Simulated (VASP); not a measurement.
A run of VASP 6.6.1 is set up as follows.

The input INCAR:

```
SYSTEM = K
PREC = Accurate
ENCUT = 600
EDIFF = 1E-7
ISMEAR = 0
SIGMA = 0.1
LREAL = .False.
LASPH = .True.
NELM = 100
ALGO = Normal
ISIF = 3
LWAVE = .False.
LCHARG = .False.
GGA = PS
IBRION = 2
NSW = 90
EDIFFG = -0.005
```

KPOINTS

```
Automatic mesh
0
Gamma
  12 12 12
  0 0 0
```

Contents of POSCAR:

```
K
1.0
   -2.6180000000      2.6180000000      2.6180000000
    2.6180000000     -2.6180000000      2.6180000000
    2.6180000000      2.6180000000     -2.6180000000
K
1
Direct
    0.0000000000      0.0000000000      0.0000000000
```

Potentials or basis: VASP PAW PBE potentials, release 64 (K_sv).

Command:

```sh
$ cat potpaw_PBE.64/K_sv/POTCAR > POTCAR
$ mpirun -np 1 vasp_std > vasp.out
```

Question: Estimate the relaxed cell.

Answer: a = 4.518 Å, b = 4.518 Å, c = 4.518 Å, α = 109.47°, β = 109.47°, γ = 109.47°.

Question: Predict the relaxed volume.

Answer: 70.99 Å³/atom.

Question: What does it give for the space group after relaxing (to 0.05 Å)?

Answer: Im-3m (No. 229).

Final structure:
```xyz
1
Lattice="-2.6085 2.6085 2.6085 2.6085 -2.6085 2.6085 2.6085 2.6085 -2.6085" Properties=species:S:1:pos:R:3 pbc="T T T"
K     0.0000    0.0000    0.0000
```

Caveat: the PAW data sets were made with another functional, which shifts forces and pressure a little.
